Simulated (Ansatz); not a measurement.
How far is PAW off for CdS?

```
Cd S
1.0
     0.00000    2.91000    2.91000
     2.91000    0.00000    2.91000
     2.91000    2.91000    0.00000
Cd S
1 1
Direct
  0.00298 0.00298 0.00298
  0.75000 0.75000 0.75000
```

Atoms are numbered in the order listed.

The cell is COD entry 1011260, as deposited and not checked against the literature; nothing was relaxed. It is an old determination, and later ones may differ. The listed cell was then made from it by scaling, straining or moving an atom.

All numbers are computed: DFT, PBE, PAW with Ansatz's default frozen-core files, scalar-relativistic (Ansatz 0.2.0); DFT, PBE, all-electron PAW with datasets made for the crystal, scalar-relativistic (Ansatz 0.2.0); DFT, PBE, all-electron LAPW, scalar-relativistic (Ansatz 0.2.0).

For PAW: a Γ-centred 9×9×9 k mesh, Fermi–Dirac smearing of 0.03 eV, cutoff 420 eV, no spin polarisation. The crystal-made all-electron datasets (AE datasets) take a cutoff of 260 eV at this cell. LAPW targets a basis error of 0.5 meV/atom. The Ansatz runs share mesh, smearing and spin set-up. Plane-wave (PAW) pressures include the program's estimate of the Pulay term.

Stress and pressure are positive in compression.

The change that made this cell: atom 1 (Cd) moved by (0.0173, 0.0173, 0.0173) Å.

Spin–orbit coupling is left out, which moves gradients at and beside heavy atoms by some per cent and at worst by a factor of two.

```
                                               quantity     PAW  AE datasets    LAPW
                                         pressure (GPa)    3.32         3.35    3.35
                                        stress yz (GPa)   -0.39        -0.39   -0.39
                                        stress xz (GPa)   -0.39        -0.39   -0.39
                                        stress xy (GPa)   -0.39        -0.39   -0.39
                                 force on Cd1, x (eV/Å)  -0.085       -0.085  -0.085
                                  force on S2, x (eV/Å)   0.085        0.085   0.085
                                          band gap (eV)   1.153        1.153   1.153
largest principal field gradient Vzz at Cd1 (10²¹ V/m²)    1.48         1.49       –
 largest principal field gradient Vzz at S2 (10²¹ V/m²)   -0.39        -0.39       –
```

PAW's pressure differs from the LAPW value by -0.04 GPa. Datasets made for the crystal and LAPW share parts of one code, so their agreement isn't an independent check.
